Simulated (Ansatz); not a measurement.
# CoO: magnetic order and moments

One table from this session's results is given with a row withheld; the runs are named, their logs left out.

Method: DFT PBE, scalar-relativistic, plane waves, PAW, in Ansatz 0.2.0.

2 further runs of the same task are left out: 2 set aside as unsound or not needed.

### The system as given

Symmetry: Pm-3m, No. 221, cubic system. Conventional cell: a = 2.616 Å, b = 2.616 Å, c = 2.616 Å, α = 90.00°, β = 90.00°, γ = 90.00°. Around Co (site symmetry m-3m) lie 8 O at 2.27 Å. O (site symmetry m-3m) is surrounded by 8 Co at 2.27 Å.

Structure file:

```
CELL_PARAMETERS angstrom
2.61615 0.00000 0.00000
0.00000 2.61615 0.00000
0.00000 0.00000 2.61615
ATOMIC_POSITIONS crystal
Co 0.00000 0.00000 0.00000
O 0.50000 0.50000 0.50000
```

It is the result of an earlier relaxation at this level (volume 8.95 Å³/atom; gap on the mesh: none (metal), site moments up to 2.5 μB).

This is a hypothetical structure, made by putting the elements on a prototype's sites.

Set-up of the first run:

File input.yaml:

```yaml
crystal:
  lattice:
    - [2.6161540064, 0.0, 0.0]
    - [0.0, 2.6161540064, 0.0]
    - [0.0, 0.0, 2.6161540064]
  atoms:
    - { symbol: Co, position: [0.0, 0.0, 0.0] }
    - { symbol: O, position: [0.5, 0.5, 0.5] }
basis:
  ecutwfc: 420
kpoints:
  mp_grid: { grid: [16, 16, 16] }
hamiltonian:
  xc: pbe
scf:
  occupations: { method: gaussian, width: 0.1 }
  lower_state_search: "off"
output:
  forces: true
  stress: true
  eigenvalues: true
```

On the command line:

```console
$ ansatz run input.yaml --threads 1 --pin off --max-ram 2560MiB --backend cpu --events-out ev --progress --plain --runs-dir out
```

Steps of the session up to this table: Start: no spin polarisation; Start: ferromagnetic; Start: large parallel starting moments; Start: antiferromagnetic, doubled cell, propagation vector (0, 0, 1/2); Start: antiferromagnetic, doubled cell, propagation vector (0, 1/2, 1/2); Magnetic start: antiferromagnetic, doubled cell, propagation vector (1/2, 1/2, 1/2); Start: small parallel starting moments.

One table of the session follows, with a row left open; its other results are not shown here.

It belongs to the step «Which state is lowest». 

| start | energy above the lowest (meV/atom) | pressure (GPa) |
| --- | --- | --- |
| antiferromagnetic, doubled cell, propagation vector (0, 0, 1/2) | 0.00 | -0.4 |
| antiferromagnetic, doubled cell, propagation vector (1/2, 1/2, 1/2) | 10.1 | -0.3 |
| ferromagnetic | 64.4 | 0.0 |
| large parallel starting moments | 64.4 | 0.0 |
| small parallel starting moments | 64.4 | 0.0 |
| antiferromagnetic, doubled cell, propagation vector (0, 1/2, 1/2) | ? | ? |
| no spin | 363 | -13.9 |

**Question.** Estimate the row for antiferromagnetic, doubled cell, propagation vector (0, 1/2, 1/2).

The run gave: energy above the lowest (meV/atom): 98.5; pressure (GPa): 3.2. In the column «energy above the lowest (meV/atom)» it lies between small parallel starting moments (64.4) and no spin (363).

To keep in mind: Only these starts were tried, so a lower state is not ruled out. Without a U such compounds often come out metallic though many are antiferromagnetic insulators.
